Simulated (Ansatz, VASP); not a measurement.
One calculation of Cu, two programs

Contents of INCAR:

```
PREC = Accurate
ENCUT = 520
EDIFF = 1E-6
ISMEAR = 1
SIGMA = 0.1
LREAL = F
LASPH = T
NELM = 150
ALGO = Normal
ISIF = 2
LWAVE = F
LCHARG = T
LNONCOLLINEAR = T
MAGMOM = 0.6 0 0
LORBIT = 11
LMAXMIX = 4
GGA = B5
ALDAX = 1.0
AGGAX = 1.0
AGGAC = 1.0
ALDAC = 0.0
LVHAR = T
NBANDS = 22
```

The input KPOINTS:

```
Automatic mesh
0
Gamma
  10 10 10
```

File POSCAR:

```
Cu
1.0
   -1.4331098516      1.4331098516      1.3668457257
    1.4331098516     -1.4331098516      1.3668457257
    1.4331098516      1.4331098516     -1.3668457257
Cu
1
Direct
    0.0000000000      0.0000000000      0.0000000000
```

File input.yaml:

```yaml
crystal:
  lattice:
    - [-1.4331098516, 1.4331098516, 1.3668457257]
    - [1.4331098516, -1.4331098516, 1.3668457257]
    - [1.4331098516, 1.4331098516, -1.3668457257]
  atoms:
    - { symbol: Cu, position: [0.0, 0.0, 0.0], spin: 0.6, spin_axis: [1.0, 0.0, 0.0] }
kpoints:
  mp_grid: { grid: [10, 10, 10] }
scf:
  occupations: { method: cold, width: 0.1 }
hamiltonian:
  xc: blyp
  pseudopotentials: { kind: all_electron, lapw: { basis_error: 0.001 } }
magnetization:
  noncollinear: true
output:
  forces: true
  stress: true
  eigenvalues: true
```

Change from the starting cell: volume scaled by 0.98.

Alike in both runs: task single point; functional BLYP; k mesh 10 × 10 × 10; non-collinear spin.

|  | VASP | Ansatz |
| --- | --- | --- |
| version | VASP 6.6.1 | Ansatz 0.2.0 |
| potentials or method | VASP PAW PBE potentials, release 64 (Cu) | all-electron LAPW, scalar-relativistic |
| plane-wave cutoff (eV) | 520 | see its input |
| occupations | methfessel-paxton of order 1, width 0.1 eV | cold, width 0.1 eV |

|  | VASP | Ansatz | Ansatz less VASP |
| --- | --- | --- | --- |
| gap on the k mesh at the Fermi level (eV) | none | none | - |
| pressure (GPa) | 20.8 | 20.0 | -0.81 |
| largest component of the traceless stress (GPa) | 1.51 | 1.65 | +0.136 |
| net moment per atom (μB) | 0.00 | 0.00 | 0.000 |

A gap of «none» marks a metal or a gap that the smearing closes. Ansatz ran all-electron here, so the differences hold the error of VASP's frozen core and of both bases.

Caveats: so large a pressure means that the cell lies far from this level's equilibrium, or that cutoff or potentials fall short (VASP); the potentials were made for another functional, which shifts forces and pressure (VASP); the program listed the state as in doubt (Ansatz); the k mesh is thin for a metal, which can move the energy by tens of meV per atom (Ansatz); the starting moments weren't kept (Ansatz).
